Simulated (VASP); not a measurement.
Wanted: the native input for a VASP 6.6.1 run.

* Task: single point
* Functional: PBE
* Potentials or basis: VASP PAW PBE potentials, release 64 (Zr_sv, C)
* Cutoff: 520 eV
* k mesh: 6 × 6 × 6
* Occupations: gaussian, width 0.1 eV
* Spin: no spin polarisation
* Dipole correction: no
* Further INCAR settings: ALGO = Normal; EDIFF = 1e-07; NBANDS = 21

The structure of Zr2C lies in POSCAR:

```
Zr2C
1.0
    4.5257565881      0.0000000000      0.0000000000
   -2.2628782940      3.9194201766      0.0000000000
    0.0000000000      0.0000000000      2.7799317006
Zr C
2 1
Direct
    0.3333333333      0.6666666667      0.0000000000
    0.6666666667      0.3333333333      0.0000000000
    0.0000000000      0.0000000000      0.5000000000
```

The cell was built by a generator and needn't be a form met in nature.

The cell isn't the ideal one: random cell by space group and Wyckoff sites (P6/mmm, No. 191).

The input as run:

INCAR

```
PREC = Accurate
ENCUT = 520
EDIFF = 1E-7
ISMEAR = 0
SIGMA = 0.1
LREAL = F
LASPH = T
NELM = 80
ALGO = Normal
ISIF = 2
LWAVE = F
LCHARG = F
GGA = PE
NBANDS = 21
```

KPOINTS

```
Automatic mesh
0
Gamma
  6 6 6
```

Potentials or basis: VASP PAW PBE potentials, release 64 (Zr_sv, C).

Command:

```sh
$ cat potpaw_PBE.64/Zr_sv/POTCAR potpaw_PBE.64/C/POTCAR > POTCAR
$ mpirun -np 1 vasp_std > vasp.out
```

Results of the run:

| Property | Result |
| --- | --- |
| Pressure | 0.2 GPa |
| Band gap on the k mesh | none (metal or under the smearing width) |

Caveat: the k mesh is coarse (spacing up to 0.38 Å⁻¹), so the values aren't converged.

Run time: 50 s on 1 thread of AMD EPYC 7R43 64-Core Processor (Zen 3) (shared host), peak memory 0.14 GiB.
